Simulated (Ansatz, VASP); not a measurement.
**CuO in VASP and in Ansatz**

```
CELL_PARAMETERS angstrom
2.55255 0.00000 0.00000
0.00000 2.55255 0.00000
0.00000 0.00000 2.55255
ATOMIC_POSITIONS crystal
Cu 0.00000 0.00000 0.00000
O 0.50000 0.50000 0.50000
```

Measurements of this composition are mostly on another form, of space group No. 15.

Alike in both runs: task relaxation of cell and atoms; functional PBE; k mesh 10 × 10 × 10; occupations fermi-dirac, width 0.05 eV; no spin polarisation.

|  | VASP | Ansatz |
| --- | --- | --- |
| version | VASP 6.6.1 | Ansatz 0.2.0 |
| potentials or method | VASP PAW PBE potentials, release 64 (Cu, O) | Ansatz PAW |
| plane-wave cutoff (eV) | 600 | 420 |
| valence electrons in the cell | 17 | 25 |

VASP gave:

| Quantity | Value |
| --- | --- |
| gap on the k mesh at the Fermi level, each at its own relaxed structure (eV) | none |
| relaxed volume (Å³/atom) | 9.16 |
| relaxed cell length with the largest relative difference (Å) | 2.636 |
| energy change over the relaxation (meV/atom) | -50 |

What did Ansatz give for the same quantities?

gap on the k mesh at the Fermi level, each at its own relaxed structure (eV): none; relaxed volume (Å³/atom): 9.15; relaxed cell length with the largest relative difference (Å): 2.636; energy change over the relaxation (meV/atom): -50.

A gap of «none» marks a metal or a gap that the smearing closes. The two sets of potentials don't hold the same shells in valence.

Caveats: an odd number of electrons without spin polarisation forces a metal; a magnetic or distorted state may lie lower; the run has no spin polarisation, though such a crystal can be magnetic; semilocal functionals often make such compounds metallic where correlation or magnetic order opens a gap, which also shifts bond lengths; the plane-wave basis is chosen anew once the cell has moved, so the energies of steps on either side of that aren't comparable (Ansatz); the pressure holds a Pulay correction of +0.7 GPa for the finite cutoff (Ansatz).
